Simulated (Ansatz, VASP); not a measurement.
## Sn3Se in VASP and in Ansatz

File INCAR:

```
SYSTEM = Sn3Se
ALGO     = Normal         ! electronic algorithm
EDIFF    = 1E-6           ! SCF threshold, eV
ENCUT    = 520            ! plane-wave cutoff, eV
GGA      = PS             ! functional
ISIF     = 2              ! what is computed and relaxed
ISMEAR   = -1             ! smearing method
LASPH    = .True.         ! aspherical terms in the spheres
LCHARG   = .False.        ! write CHGCAR
LREAL    = .False.        ! projectors in reciprocal space
LWAVE    = .False.        ! write WAVECAR
NBANDS   = 32             ! bands
NELM     = 80             ! most SCF steps
PREC     = Accurate       ! precision mode
SIGMA    = 0.05           ! smearing width, eV
```

The input KPOINTS:

```
k-points
0
Gamma
  6 6 6
  0 0 0
```

Contents of POSCAR:

```
Sn3Se
1.0
    0.0000000000      3.6826840043      3.6826840043
    3.6826840043      0.0000000000      3.6826840043
    3.6826840043      3.6826840043      0.0000000000
Sn Se
3 1
Direct
    0.5000000000      0.5000000000      0.5000000000
    0.7500000000      0.7500000000      0.7500000000
    0.2500000000      0.2500000000      0.2500000000
    0.0000000000      0.0000000000      0.0000000000
```

input.yaml

```yaml
crystal:
  lattice:
    - [0.0, 3.6826840043, 3.6826840043]
    - [3.6826840043, 0.0, 3.6826840043]
    - [3.6826840043, 3.6826840043, 0.0]
  atoms:
    - { symbol: Sn, position: [0.5, 0.5, 0.5] }
    - { symbol: Sn, position: [0.75, 0.75, 0.75] }
    - { symbol: Sn, position: [0.25, 0.25, 0.25] }
    - { symbol: Se, position: [0.0, 0.0, 0.0] }
kpoints:
  mp_grid: { grid: [6, 6, 6] }
scf:
  occupations: { method: fermi_dirac, width: 0.05 }
hamiltonian:
  xc: pbesol
  pseudopotentials: { kind: all_electron, lapw: { basis_error: 0.001 } }
output:
  forces: true
  stress: true
  eigenvalues: true
```

Change from the starting cell: volume scaled by 0.96.

Alike in both runs: task single point; functional PBEsol; k mesh 6 × 6 × 6; occupations fermi-dirac, width 0.05 eV; no spin polarisation.

|  | VASP | Ansatz |
| --- | --- | --- |
| version | VASP 6.6.1 | Ansatz 0.2.0 |
| potentials or method | VASP PAW PBE potentials, release 64 (Sn_d, Se) | all-electron LAPW, scalar-relativistic |
| plane-wave cutoff (eV) | 520 | see its input |

```tsv
	VASP	Ansatz	Ansatz less VASP
gap on the k mesh at the Fermi level (eV)	none	none	-
pressure (GPa)	-1.2	-1.2	-0.03
```

A gap of «none» marks a metal or a gap that the smearing closes. Ansatz ran all-electron here, so the differences hold the error of VASP's frozen core and of both bases.

Caveats: the PAW data sets were made with another functional, which shifts forces and pressure a little (VASP).
